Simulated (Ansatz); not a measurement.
## Zone-centre phonons of GaSb at 40 GPa: input and output

These are results of DFT PBEsol, scalar-relativistic, plane waves, PAW in Ansatz 0.2.0, not measurements.

Launched with:
```bash
ansatz run input.yaml --threads 1 --pin off --max-ram 3072MiB --backend cpu --events-out ev --progress --plain --runs-dir out
```

Input (bare energies are in eV):
```yaml
crystal:
  lattice:
    - [0.0, 2.7226243218, 2.7226243218]
    - [2.7226243218, 0.0, 2.7226243218]
    - [2.7226243218, 2.7226243218, 0.0]
  atoms:
    - { symbol: Ga, position: [0.0, 0.0, 0.0] }
    - { symbol: Sb, position: [0.75, 0.75, 0.75] }
basis:
  ecutwfc: 420
kpoints:
  mp_grid: { grid: [14, 14, 14] }
hamiltonian:
  xc: pbesol
scf:
  occupations: { method: fermi_dirac, width: 0.15 }
output:
  eigenvalues: true
phonons:
  method: dfpt
  eigenvectors: true
```

The end of the output:
```
--- Phonons (Γ-DFPT): 2 representative perturbations + reference, on 244 of 2744 k-points (Σ response iterations 6) ---
  k mesh reduced under 8 symmetry operations, with k and −k counted as one. Each operation leaves every solved displacement unchanged or reverses it
  ASR residual: 5.631e-5 → 0.000e0 eV/Å²; symmetrization residual: 1.661e-5 eV/Å²
  ASR residual per site (eV/Å²): 5.63e-5 6.94e-6
  Γ frequencies (cm⁻¹): 0.00 0.00 0.00 328.53 328.53 328.53
  non-analytic LO–TO correction: not included (Born effective charges unavailable; polar crystals: no LO–TO splitting at Γ)
```

The run took 82 s on 1 thread of Intel(R) Xeon(R) Processor @ 2.70GHz, on a shared host, peak memory 0.87 GiB.

With next to no gap, frequencies and elastic constants depend on the k mesh and the smearing, soft modes and shear constants most. The real crystal has changed phase below this pressure.

On the mesh the filled and empty bands stay 0.08 eV apart, little enough for the smearing to populate both, so at this level the crystal is a narrow-gap semiconductor or semimetal, not an ordinary metal; spin–orbit coupling, left out, can open or move such a gap.